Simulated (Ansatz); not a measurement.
# Dielectric response of NaH (110) films, part 2 of 5

Aim: the electronic and static ε of rocksalt NaH (110) from films of three thicknesses in a field.

Ansatz 0.2.0; plane-wave DFT, PBEsol, Ansatz PAW (the session's first sound run).

So far. Step 2 (Relaxation, 10 atoms, units 5): The gap is 2.56 eV, with the valence edge 3.99 eV and the conduction edge 1.43 eV under the upper vacuum level.

**3. Single point on the relaxed film, 10 atoms, units 5**

The film was relaxed beforehand; a single point on the relaxed positions gives its levels and potential.

input.yaml reads:

```yaml
crystal:
  lattice:
    - [3.45068109, 0.0, 0.0]
    - [0.0, 4.88, 0.0]
    - [0.0, 0.0, 24.9013621844]
  atoms:
    - { symbol: Na, position: [0.5, 0.5, 0.3705054811] }
    - { symbol: H, position: [0.5, 0.0, 0.3683880222] }
    - { symbol: Na, position: [0.0, 0.0, 0.4298784698] }
    - { symbol: H, position: [0.0, 0.5, 0.4311712637] }
    - { symbol: Na, position: [0.5, 0.5, 0.5000000001] }
    - { symbol: H, position: [0.5, 0.0, 0.5000000006] }
    - { symbol: Na, position: [0.0, 0.0, 0.5701215301] }
    - { symbol: H, position: [0.0, 0.5, 0.5688287361] }
    - { symbol: Na, position: [0.5, 0.5, 0.6294945188] }
    - { symbol: H, position: [0.5, 0.0, 0.6316119774] }
kpoints:
  mp_grid: { grid: [8, 6, 1] }
hamiltonian:
  xc: pbesol
scf:
  occupations: { method: fixed }
  convergence: { dr2_threshold: 1.0e-09 }
efield:
  axis: 3
  dipole_correction: true
  ramp_position: 0.97
  ramp_width: 0.06
output:
  eigenvalues: true
  write_potential: true
  write_density: true
  volumetric_format: npy
```

Run with:

```sh
ansatz run input.yaml --threads 4 --pin off --max-ram 6144MiB --backend cpu --events-out ev --progress --plain --runs-dir out
```

Numbers of over 12 decimals in the logs are rounded to 6 here.

What it wrote:

```text
[...]
Crystal: 10 atoms, lattice volume = 419.322 Å³
Basis set: ecut = 420 eV, 8169 PW (Γ)
Bands: 35, of which v1, the nominal top of the filled ones, is band 25 counted from 1 (24 counted from 0)
Symmetry: 4 space group operations
k-points: 20 of 48
[...]
SCF iter   1: F=—  HF=-7458.530855 eV  |F-HF|=—  |Δ(HF+E_count)|=         —  Δρ=3.59e-3  dr2=6.73e-2  ethr=1.77e-3  p=0.000 e·Å  D=6.57e-10 V/Å  ΔV_dip=-0.00 eV  dr2_dipole=1.99e-10  V_vac-E_F(+/−)=3.69/3.69 eV  ⟨swp⟩=4.9  Hψ=2725  notcnv=0  defer=139
[...]
SCF iter   8: F=-7458.510236 eV  HF=-7458.510236 eV  |F-HF|=5.46e-11  |Δ(HF+E_count)|=   2.00e-9  Δρ=1.23e-7  dr2=6.99e-11  ethr=2.00e-12  p=-0.000 e·Å  D=-9.00e-8 V/Å  ΔV_dip=0.00 eV  dr2_dipole=8.74e-14  V_vac-E_F(+/−)=3.99/3.99 eV  ⟨swp⟩=13.7  Hψ=3311  notcnv=0
SCF 1 converged in 8 iterations: F = -7458.510236 eV  dr2 = 6.99e-11
[...]
WARN: The output density's exchange-correlation potential varies sharply where the density is thin. Do not read a vacuum level from v_tot or v_xc, or from such a field of the output density. On a cell that repeats whose density bears no net charge and no dipole along the vacuum's axis use v_es (v_loc + v_h of the components); under efield.dipole_correction with no amplitude use v_es + v_field, which holds any externa [...]
SCF converged after 8 iterations
Free energy (F): -7458.510236 eV
[...]
Internal energy: -7458.510236 eV  (E = F + TS)
E sigma→0 (E₀):  -7458.510236 eV
Fermi energy:    -2.200947 eV
Dipole field:    D = 0.000000 V/Å  (p = 0.000000 e·Å, saw-weighted, corrected)
Work function:   Φ+ = 3.9853 eV   Φ− = 3.9853 eV
[...]
--- Band table (eV; the first three rows and the last of 20) ---
  k-point 0: bands = [... 21 lower, -5.1094, -3.5779, -2.7482, -2.7434, 0.8678, 0.9796, 1.9398, 1.9897, ... 6 higher]
  k-point 1: bands = [... 21 lower, -4.9729, -3.4982, -3.0733, -2.8714, 0.7397, 0.9355, 1.9950, 2.2200, ... 6 higher]
  k-point 2: bands = [... 21 lower, -4.5957, -3.8744, -3.2639, -3.2528, 0.6339, 0.6898, 2.0102, 2.4709, ... 6 higher]
  k-point 19: bands = [... 21 lower, -3.1948, -3.1675, -2.4847, -2.2009, 1.0837, 1.3668, 1.9922, 2.5137, ... 6 higher]
```

The job ended after 4.9 s (4 threads of Intel Xeon Platinum 8488C (Sapphire Rapids), shared host; peak memory 0.88 GiB; 18 s of CPU time).

Numbers from this step:

* gap on the k-mesh: 2.560 eV
* dipole along the normal: 4.28e-7 e·Å

Running mean over 1.725 Å of the planar mean; the ramp of the sawtooth is left out. The electron's electrostatic potential energy less the highest filled level by z:

| z (Å) | electron's electrostatic potential energy less the highest filled level (eV) |
| --- | --- |
| 3.5 | 3.99 |
| 4.0 | 3.99 |
| 4.5 | 3.99 |
| 5.0 | 3.98 |
| 5.5 | 3.98 |
| 6.0 | 3.98 |
| 6.5 | 3.96 |
| 7.0 | 3.90 |
| 7.5 | 3.73 |
| 8.0 | 3.05 |
| 8.5 | 1.22 |
| 9.0 | 0.0340 |
| 9.5 | -0.530 |
| 10.0 | -1.03 |
| 10.5 | -0.471 |
| 11.0 | -0.191 |
| 11.5 | -0.0993 |
| 12.0 | -0.105 |
| 12.5 | -0.121 |
| 13.0 | -0.0990 |
| 13.5 | -0.109 |
| 14.0 | -0.220 |
| 14.5 | -0.591 |
| 15.0 | -1.02 |
| 15.5 | -0.394 |
| 16.0 | 0.175 |
| 16.5 | 1.60 |
| 17.0 | 3.28 |
| 17.5 | 3.78 |
| 18.0 | 3.92 |
| 18.5 | 3.97 |
| 19.0 | 3.98 |
| 19.5 | 3.98 |
| 20.0 | 3.98 |
| 20.5 | 3.99 |
| 21.0 | 3.99 |
| 21.5 | 3.99 |

The gap is 2.56 eV, with the valence edge 3.99 eV and the conduction edge 1.43 eV under the upper vacuum level.

**4. Single point, 10 atoms, units 5, field 0.05 V/Å**

A sawtooth potential applies the field, turning back in the middle of the vacuum. With the dipole correction the typed value is the field outside the slab. The induced dipole is small, so the SCF threshold is tight.

Changes to input.yaml since step 3:

```diff
@@ -22,3 +22,3 @@
   occupations: { method: fixed }
-  convergence: { dr2_threshold: 1.0e-09 }
+  convergence: { dr2_threshold: 1.0e-10 }
 efield:
@@ -28,4 +28,4 @@
   ramp_width: 0.06
+  amplitude: 0.05
 output:
-  eigenvalues: true
   write_potential: true
```

What it wrote:

```text
[...]
Crystal: 10 atoms, lattice volume = 419.322 Å³
Basis set: ecut = 420 eV, 8169 PW (Γ)
Bands: 35, of which v1, the nominal top of the filled ones, is band 25 counted from 1 (24 counted from 0)
Symmetry: 4 space group operations
k-points: 20 of 48
[...]
SCF iter   1: F=—  HF=-7461.381002 eV  |F-HF|=—  |Δ(HF+E_count)|=         —  Δρ=3.36e-2  dr2=7.46e0  ethr=3.10e-3  p=0.042 e·Å  D=1.83e-2 V/Å  ΔV_dip=-0.46 eV  dr2_dipole=3.07e-4  V_vac-E_F(+/−)=9.08/8.40 eV  ⟨swp⟩=5.2  Hψ=2743  notcnv=0  defer=142
[...]
SCF iter  11: F=-7458.511009 eV  HF=-7458.511009 eV  |F-HF|=6.64e-11  |Δ(HF+E_count)|=  4.22e-10  Δρ=1.02e-7  dr2=2.24e-11  ethr=1.00e-12  p=0.031 e·Å  D=1.33e-2 V/Å  ΔV_dip=-0.33 eV  dr2_dipole=8.61e-14  V_vac-E_F(+/−)=4.36/3.56 eV  ⟨swp⟩=13.7  Hψ=3583  notcnv=0
SCF 1 converged in 11 iterations: F = -7458.511009 eV  dr2 = 2.24e-11
[...]
SCF converged after 11 iterations
[...]
Free energy (F): -7458.511009 eV
[...]
Internal energy: -7458.511009 eV  (E = F + TS)
E sigma→0 (E₀):  -7458.511009 eV
Fermi energy:    -2.194750 eV
Dipole field:    D = 0.013348 V/Å  (p = 0.030932 e·Å, saw-weighted, corrected)
Work function:   not extracted (applied field tilts the vacuum); planar V_es + V_field profile in the machine report
[...]
--- Band table (eV; the first three rows and the last of 20) ---
  k-point 0: bands = [... 21 lower, -5.1094, -3.5789, -2.7773, -2.7139, 0.7863, 1.0536, 1.8339, 1.9886, ... 6 higher]
  k-point 1: bands = [... 21 lower, -4.9728, -3.4992, -3.0793, -2.8650, 0.6954, 0.9737, 1.8752, 2.2695, ... 6 higher]
  k-point 2: bands = [... 21 lower, -4.5956, -3.8755, -3.2960, -3.2201, 0.5842, 0.7362, 1.9760, 2.4558, ... 6 higher]
  k-point 19: bands = [... 21 lower, -3.1959, -3.1663, -2.4907, -2.1947, 1.0825, 1.3658, 1.9924, 2.5117, ... 6 higher]
```

The job ended after 5.7 s (4 threads; peak memory 0.85 GiB; 21 s of CPU time).

This step gave:

- gap on the k-mesh: 2.544 eV
- dipole along the normal: 0.03093 e·Å

The dipole is 0.0309 e·Å, and the gap on the mesh 2.544 eV.

**5. Atoms held, 10 atoms, units 5, field -0.05 V/Å**

Changes to input.yaml since step 4:

```diff
@@ -28,3 +28,3 @@
   ramp_width: 0.06
-  amplitude: 0.05
+  amplitude: -0.05
 output:
```

What it wrote:

```text
[...]
Crystal: 10 atoms, lattice volume = 419.322 Å³
Basis set: ecut = 420 eV, 8169 PW (Γ)
Bands: 35, of which v1, the nominal top of the filled ones, is band 25 counted from 1 (24 counted from 0)
Symmetry: 4 space group operations
k-points: 20 of 48
[...]
k-point 0: bands = [... 21 lower, -5.1094, -3.5789, -2.7773, -2.7139, 0.7863, 1.0536, 1.8339, 1.9886, ... 6 higher]
  k-point 1: bands = [... 21 lower, -4.9728, -3.4992, -3.0793, -2.8650, 0.6954, 0.9737, 1.8752, 2.2695, ... 6 higher]
  k-point 2: bands = [... 21 lower, -4.5956, -3.8755, -3.2960, -3.2201, 0.5842, 0.7362, 1.9760, 2.4558, ... 6 higher]
  k-point 19: bands = [... 21 lower, -3.1959, -3.1663, -2.4907, -2.1947, 1.0825, 1.3658, 1.9924, 2.5117, ... 6 higher]
[key lines of the parts left out:]
SCF converged after 11 iterations
Free energy (F): -7458.511009 eV
Fermi energy:    -2.194750 eV
Dipole field:    D = -0.013348 V/Å  (p = -0.030933 e·Å, saw-weighted, corrected)
```

Elapsed: 5.7 s, on 4 threads; peak memory 0.86 GiB.

The dipole is -0.0309 e·Å, and the gap on the mesh 2.544 eV.

**6. Response with the atoms held, 10 atoms, units 5**

This step: plane-wave DFT, PBEsol, Ansatz PAW; response to a field along the normal, atoms held (Ansatz 0.2.0).

The two fields give this film's response with the atoms held: the electronic part.

This step gave:

```yaml
equivalent_conductor_thickness_p_eps_0ae: 6.648 Å
distance_between_the_outer_atoms: 6.555 Å
thickness: 8.627 Å
```

Local field over the applied field, running mean. From the potentials at -0.05 and 0.05 V/Å; running mean over 1.725 Å, taken twice. Table of local field over applied field by z:

| z (Å) | local field over applied field |
| --- | --- |
| 4.5 | 0.998 |
| 5.0 | 0.995 |
| 5.5 | 0.988 |
| 6.0 | 0.972 |
| 6.5 | 0.937 |
| 7.0 | 0.870 |
| 7.5 | 0.761 |
| 8.0 | 0.613 |
| 8.5 | 0.457 |
| 9.0 | 0.332 |
| 9.5 | 0.266 |
| 10.0 | 0.256 |
| 10.5 | 0.276 |
| 11.0 | 0.298 |
| 11.5 | 0.308 |
| 12.0 | 0.307 |
| 12.5 | 0.305 |
| 13.0 | 0.307 |
| 13.5 | 0.307 |
| 14.0 | 0.295 |
| 14.5 | 0.271 |
| 15.0 | 0.255 |
| 15.5 | 0.273 |
| 16.0 | 0.353 |
| 16.5 | 0.486 |
| 17.0 | 0.644 |
| 17.5 | 0.786 |
| 18.0 | 0.887 |
| 18.5 | 0.946 |
| 19.0 | 0.976 |
| 19.5 | 0.990 |
| 20.0 | 0.996 |
| 20.5 | 0.998 |

Electrons, planar mean, per unit field. Table of induced electron density by z:

z (Å), induced electron density (e/Å³ per V/Å) and a bar from the least value:
```
      4.5    0.00001 ###############
      5.0    0.00002 ###############
      5.5    0.00006 ###############
      6.0    0.00014 ################
      6.5    0.00033 #################
      7.0    0.00072 ###################
      7.5    0.00143 #######################
      8.0    0.00233 ############################
      8.5    0.00277 ##############################
      9.0    0.00141 #######################
      9.5   -0.00075 ###########
     10.0   -0.00046 #############
     10.5   -0.00003 ###############
     11.0   -0.00079 ###########
     11.5   -0.00002 ###############
     12.0    0.00107 #####################
     12.5   -0.00018 ##############
     13.0   -0.00103 #########
     13.5    0.00032 #################
     14.0    0.00068 ###################
     14.5   -0.00005 ###############
     15.0    0.00067 ###################
     15.5    0.00048 ##################
     16.0   -0.00186 #####
     16.5   -0.00277 
     17.0   -0.00216 ###
     17.5   -0.00127 ########
     18.0   -0.00062 ############
     18.5   -0.00028 #############
     19.0   -0.00012 ##############
     19.5   -0.00005 ###############
     20.0   -0.00002 ###############
     20.5   -0.00001 ###############
```

By hand: between -0.05 and 0.05 V/Å the dipole changes by 0.06187 e·Å, a slope of 0.6187 e·Å²/V. A perfect conductor of thickness t has p = ε₀AEt, so t = 180.95 × 0.6187 / 16.839 = 6.65 Å (e/ε₀ = 180.95 V·Å, A in Å²).

The induced dipole is that of a conductor 6.65 Å thick.

**7. Relaxing in the field, 10 atoms, field 0.05 V/Å**

This step: plane-wave DFT, PBEsol, Ansatz PAW (Ansatz 0.2.0).

Now the atoms may follow the field. A weak field makes forces of meV/Å to tens of meV/Å, so the force tolerance is set well below the usual one.

Changes to input.yaml since step 5:

```diff
@@ -28,3 +28,6 @@
   ramp_width: 0.06
-  amplitude: -0.05
+  amplitude: 0.05
+relax:
+  f_tol: 0.0006
+  max_steps: 70
 output:
```

What it wrote:

```text
[...]
Crystal: 10 atoms, lattice volume = 419.322 Å³
Basis set: ecut = 420 eV, 8169 PW (Γ), exchange–correlation on 48×72×360 points (8 copies of the dense FFT grid, shifted against one another)
Bands: 35, of which v1, the nominal top of the filled ones, is band 25 counted from 1 (24 counted from 0)
Symmetry: 4 space group operations
k-points: 20 of 48
[...]
SCF iter   1: F=—  HF=-7461.381071 eV  |F-HF|=—  |Δ(HF+E_count)|=         —  Δρ=3.36e-2  dr2=7.46e0  ethr=3.10e-3  p=0.042 e·Å  D=1.83e-2 V/Å  ΔV_dip=-0.46 eV  dr2_dipole=3.07e-4  V_vac-E_F(+/−)=9.08/8.40 eV  ⟨swp⟩=5.2  Hψ=2743  notcnv=0  defer=142
[...]
SCF iter  11: F=-7458.511047 eV  HF=-7458.511047 eV  |F-HF|=4.91e-11  |Δ(HF+E_count)|=  5.82e-10  Δρ=1.04e-7  dr2=2.32e-11  ethr=1.00e-12  p=0.031 e·Å  D=1.33e-2 V/Å  ΔV_dip=-0.33 eV  dr2_dipole=9.95e-14  V_vac-E_F(+/−)=4.36/3.56 eV  ⟨swp⟩=5.0  Hψ=3336  notcnv=0
SCF 1 converged in 11 iterations: F = -7458.511047 eV  dr2 = 2.32e-11
[...]
relax step   1: F+E_penalty+E_count = -7458.51104715 eV  Δ(F+E_penalty+E_count) = +0.000e0 eV  max|allowed force component| = 1.667e-2 eV/Å  Δτ_max = 0.0000 Å  (11 SCF iters, accepted)
[...]
SCF iter   8: F=-7458.510038 eV  HF=-7458.510038 eV  |F-HF|=1.01e-10  |Δ(HF+E_count)|=   4.11e-9  Δρ=7.21e-8  dr2=2.06e-11  ethr=1.00e-12  p=0.062 e·Å  D=2.67e-2 V/Å  ΔV_dip=-0.66 eV  dr2_dipole=1.12e-13  V_vac-E_F(+/−)=4.20/3.73 eV  ⟨swp⟩=6.8  Hψ=2911  notcnv=0
SCF 2 converged in 8 iterations: F = -7458.510038 eV  dr2 = 2.06e-11
relax step   2: F+E_penalty+E_count = -7458.51003807 eV  Δ(F+E_penalty+E_count) = +1.009e-3 eV  max|allowed force component| = 3.623e-2 eV/Å  Δτ_max = 0.0207 Å  (8 SCF iters, rejected (line search))
SCF iter   1: F=—  HF=-7458.511883 eV  |F-HF|=—  |Δ(HF+E_count)|=         —  Δρ=4.05e-4  dr2=1.53e-3  ethr=3.69e-5  p=0.062 e·Å  D=2.67e-2 V/Å  ΔV_dip=-0.66 eV  dr2_dipole=5.51e-4  V_vac-E_F(+/−)=4.20/3.73 eV  ⟨swp⟩=3.5  Hψ=1257  notcnv=0  defer=160
[...]
SCF iter   8: F=-7458.511310 eV  HF=-7458.511310 eV  |F-HF|=5.00e-11  |Δ(HF+E_count)|=   3.70e-9  Δρ=4.97e-8  dr2=1.11e-11  ethr=1.00e-12  p=0.041 e·Å  D=1.79e-2 V/Å  ΔV_dip=-0.44 eV  dr2_dipole=9.48e-13  V_vac-E_F(+/−)=4.31/3.62 eV  ⟨swp⟩=6.5  Hψ=2827  notcnv=0
SCF 3 converged in 8 iterations: F = -7458.511310 eV  dr2 = 1.11e-11
relax step   3: F+E_penalty+E_count = -7458.51130972 eV  Δ(F+E_penalty+E_count) = -2.626e-4 eV  max|allowed force component| = 6.980e-4 eV/Å  Δτ_max = 0.0056 Å  (8 SCF iters, accepted)
SCF iter   1: F=—  HF=-7458.511310 eV  |F-HF|=—  |Δ(HF+E_count)|=         —  Δρ=4.05e-6  dr2=1.18e-7  ethr=5.49e-9  p=0.041 e·Å  D=1.79e-2 V/Å  ΔV_dip=-0.44 eV  dr2_dipole=1.07e-8  V_vac-E_F(+/−)=4.31/3.62 eV  ⟨swp⟩=2.1  Hψ=1134  notcnv=0  defer=141
[...]
SCF iter   5: F=-7458.511310 eV  HF=-7458.511310 eV  |F-HF|=1.73e-10  |Δ(HF+E_count)|=   2.27e-9  Δρ=3.36e-8  dr2=5.76e-12  ethr=1.00e-12  p=0.041 e·Å  D=1.79e-2 V/Å  ΔV_dip=-0.45 eV  dr2_dipole=2.42e-14  V_vac-E_F(+/−)=4.31/3.62 eV  ⟨swp⟩=6.0  Hψ=2729  notcnv=0
SCF 4 converged in 5 iterations: F = -7458.511310 eV  dr2 = 5.76e-12
relax step   4: F+E_penalty+E_count = -7458.51131003 eV  Δ(F+E_penalty+E_count) = -3.112e-7 eV  max|allowed force component| = 1.659e-4 eV/Å  Δτ_max = 0.0003 Å  (5 SCF iters, accepted)
NSCF: frozen V_eff on 20 k-points
[...]
SCF converged after 5 iterations
[...]
Free energy (F): -7458.511310 eV
[...]
Internal energy: -7458.511310 eV  (E = F + TS)
E sigma→0 (E₀):  -7458.511310 eV
Fermi energy:    -2.200565 eV
Dipole field:    D = 0.017885 V/Å  (p = 0.041446 e·Å, saw-weighted, corrected)
Work function:   not extracted (applied field tilts the vacuum); planar V_es + V_field profile in the machine report
[...]
--- Forces (eV/Å), atoms counted from 1 ---
  atom   1  Na     0.00000000    -0.00000000    -0.00012031
  atom   2  H      0.00000000    -0.00000000    -0.00010509
  atom   3  Na    -0.00000000     0.00000000     0.00015610
  atom   4  H     -0.00000000    -0.00000000     0.00011799
  atom   5  Na    -0.00000000     0.00000000     0.00002649
  atom   6  H      0.00000000    -0.00000000    -0.00009997
  atom   7  Na    -0.00000000    -0.00000000     0.00015112
  atom   8  H     -0.00000000     0.00000000     0.00007634
  atom   9  Na     0.00000000     0.00000000    -0.00016574
  atom  10  H      0.00000000     0.00000000    -0.00003537
  max |Σ_I F_I| component: 1.57e-6 eV/Å
--- Band table (eV; the first three rows and the last of 20) ---
  k-point 0: bands = [... 21 lower, -5.1094, -3.5782, -2.7575, -2.7341, 0.8342, 1.0065, 1.8753, 1.9898, ... 6 higher]
  k-point 1: bands = [... 21 lower, -4.9728, -3.4984, -3.0740, -2.8706, 0.7266, 0.9439, 1.9179, 2.2638, ... 6 higher]
  k-point 2: bands = [... 21 lower, -4.5957, -3.8745, -3.2719, -3.2449, 0.6209, 0.7013, 1.9917, 2.4631, ... 6 higher]
  k-point 19: bands = [... 21 lower, -3.1949, -3.1673, -2.4851, -2.2006, 1.0836, 1.3667, 1.9921, 2.5134, ... 6 higher]
--- Relaxed structure (4 steps of the walk, 3 accepted, 0 SCFs on fresh bases) ---
  F+E_penalty+E_count = -7458.51131003 eV   max|allowed force component| = 1.659e-4 eV/Å
  atoms:
    - { symbol: Na, position: [0.5, 0.500000, 0.370711] }
    - { symbol: H, position: [0.5, 0, 0.368160] }
    - { symbol: Na, position: [0, 0, 0.429902] }
    - { symbol: H, position: [0, 0.500000, 0.431160] }
    - { symbol: Na, position: [0.5, 0.500000, 0.500187] }
    - { symbol: H, position: [0.5, 0, 0.499810] }
    - { symbol: Na, position: [0, 0, 0.570148] }
    - { symbol: H, position: [0, 0.500000, 0.568824] }
    - { symbol: Na, position: [0.5, 0.500000, 0.629708] }
    - { symbol: H, position: [0.5, 0, 0.631388] }
```

Run time: 13 s. Hardware: 4 threads; peak memory 0.83 GiB.

The steps of the relaxation:

| step | energy less that of the first step (eV) | largest force component (eV/Å) |
| --- | --- | --- |
| 1 | 0.0000 | 0.0167 |
| 2 | 0.0010 | 0.0362 |
| 3 | -0.0003 | 0.0007 |
| 4 | -0.0003 | 0.0002 |

Relaxation step 2 was tried and not accepted.

The run keeps the 4 symmetry operations that it works with, so distortions that break them were not tested.

Final coordinates:

```cif
data_structure
_symmetry_space_group_name_H-M 'P 1'
_symmetry_Int_Tables_number 1
_cell_length_a 3.4507
_cell_length_b 4.8800
_cell_length_c 24.9014
_cell_angle_alpha 90.000
_cell_angle_beta 90.000
_cell_angle_gamma 90.000
_cell_volume 419.32
loop_
_atom_site_label
_atom_site_type_symbol
_atom_site_fract_x
_atom_site_fract_y
_atom_site_fract_z
_atom_site_occupancy
Na1 Na 0.50000 0.50000 0.37071 1
H2 H 0.50000 0.00000 0.36816 1
Na3 Na 0.00000 0.00000 0.42990 1
H4 H 0.00000 0.50000 0.43116 1
Na5 Na 0.50000 0.50000 0.50019 1
H6 H 0.50000 0.00000 0.49981 1
Na7 Na 0.00000 0.00000 0.57015 1
H8 H 0.00000 0.50000 0.56882 1
Na9 Na 0.50000 0.50000 0.62971 1
H10 H 0.50000 0.00000 0.63139 1
```

This step gave:

```yaml
gap_on_the_k_mesh: 2.557 eV
dipole_along_the_normal: 0.04145 e·Å
```

The relaxation took 4 steps and lowered the energy by 2.6e-4 eV; the largest force on the free atoms ends at 1.7e-4 eV/Å.

The dipole is 0.0414 e·Å, and the gap on the mesh 2.557 eV.

**8. Field on, atoms free, 10 atoms, field -0.05 V/Å**

The opposite sign, again from the field-free geometry; the difference of the two cancels what relaxes without a field.

Changes to input.yaml since step 7:

```diff
@@ -28,3 +28,3 @@
   ramp_width: 0.06
-  amplitude: 0.05
+  amplitude: -0.05
 relax:
```

What it wrote:

```text
[...]
Crystal: 10 atoms, lattice volume = 419.322 Å³
Basis set: ecut = 420 eV, 8169 PW (Γ), exchange–correlation on 48×72×360 points (8 copies of the dense FFT grid, shifted against one another)
Bands: 35, of which v1, the nominal top of the filled ones, is band 25 counted from 1 (24 counted from 0)
Symmetry: 4 space group operations
k-points: 20 of 48
[...]
- { symbol: H, position: [0.5, 0, 0.368612] }
    - { symbol: Na, position: [0, 0, 0.429852] }
    - { symbol: H, position: [0, 0.500000, 0.431176] }
    - { symbol: Na, position: [0.5, 0.500000, 0.499813] }
    - { symbol: H, position: [0.5, 0, 0.500190] }
    - { symbol: Na, position: [0, 0, 0.570098] }
    - { symbol: H, position: [0, 0.500000, 0.568840] }
    - { symbol: Na, position: [0.5, 0.500000, 0.629289] }
    - { symbol: H, position: [0.5, 0, 0.631840] }
[key lines of the parts left out:]
SCF converged after 5 iterations
Free energy (F): -7458.511310 eV
Fermi energy:    -2.200565 eV
Dipole field:    D = -0.017885 V/Å  (p = -0.041446 e·Å, saw-weighted, corrected)
```

The job ended after 13 s (4 threads; peak memory 0.83 GiB; 49 s of CPU time).

Step by step:

| step | energy less that of the first step (eV) | largest force component (eV/Å) |
| --- | --- | --- |
| 1 | 0.0000 | 0.0167 |
| 2 | 0.0010 | 0.0362 |
| 3 | -0.0003 | 0.0007 |
| 4 | -0.0003 | 0.0002 |

Relaxation step 2 was tried and not accepted.

Forces are held to the 4 operations that the run works with; a distortion that breaks them can't arise in this run.

The relaxation took 4 steps and lowered the energy by 2.6e-4 eV; the largest force on the free atoms ends at 1.7e-4 eV/Å.

The dipole is -0.0414 e·Å, and the gap on the mesh 2.557 eV.

(Continued in part 3 of 5.)

[Logs are printed without paths, hosts, clocks, repeated set-up lines and the standing remarks that a program may print on its own settings, such as how far it seeks lower states.]

[Hosts, paths, dates, database ids (printed as entryN), source tags and the programs' standing remarks are cut or masked in the printed files.]

[Maps of the electrostatic potential energy from Ansatz leave out the sawtooth potential of an applied field or a dipole correction, so their vacuum need not be flat; planar profiles and work functions include it.]
